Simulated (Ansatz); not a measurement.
# Mn (Mn, omega (AlB2-type)): the cost of one run

Computed with Ansatz 0.2.0 (DFT PBE, plane waves (420 eV) with PAW, scalar-relativistic, unless a step says otherwise).

### 1 Starting point

The structure is hexagonal, space group P6/mmm (No. 191). The conventional cell has a = 4.049 Å, b = 4.049 Å, c = 2.482 Å, α = 90.00°, β = 90.00°, γ = 120.00°. Mn (site symmetry 6/mmm) is surrounded by 14 Mn at 2.48 to 2.65 Å. Mn (site symmetry -6m2) has 11 Mn at 2.34 to 2.65 Å as nearest neighbours.

Coordinates:

```
CELL_PARAMETERS angstrom
4.04933 0.00000 0.00000
-2.02467 3.50682 0.00000
0.00000 0.00000 2.48224
ATOMIC_POSITIONS crystal
Mn 0.00000 0.00000 0.00000
Mn 0.33333 0.66667 0.50000
Mn 0.66667 0.33333 0.50000
```

The atoms start with moments of +3 ×3 μB.

### 2 Geometry optimisation

input.yaml

```yaml
crystal:
  lattice:
    - [4.0493320461, 0.0, 0.0]
    - [-2.024666023, 3.5068244202, 0.0]
    - [0.0, 0.0, 2.4822405442]
  atoms:
    - { symbol: Mn, position: [0.0, 0.0, 0.0], spin: 3.0 }
    - { symbol: Mn, position: [0.3333333333, 0.6666666667, 0.5], spin: 3.0 }
    - { symbol: Mn, position: [0.6666666667, 0.3333333333, 0.5], spin: 3.0 }
hamiltonian:
  xc: pbe
  pseudopotentials:
    kind: paw
    azcp:
      Mn: "pseudopotentials/Mn.paw.azcp"
basis:
  ecutwfc: 420
  fft_grid_basis: typed
kpoints:
  mp_grid: { grid: [9, 9, 13], shift: [0, 0, 0] }
magnetization:
  spin_polarized: true
scf:
  occupations: { method: fermi_dirac, width: 0.05 }
relax:
  max_steps: 60
  f_tol: 0.01
  cell: {}
```

Run with:

```console
$ ansatz run input.yaml --threads 1 --pin off --max-ram 3584MiB --backend cpu --events-out ev --progress --plain --runs-dir out
```

Q: Estimate wall time and peak memory on 1 thread of Intel Xeon Platinum 8259CL at 2.50GHz (Skylake/Cascade Lake), shared host.

About 3.1 min, with a peak of 0.56 GiB.
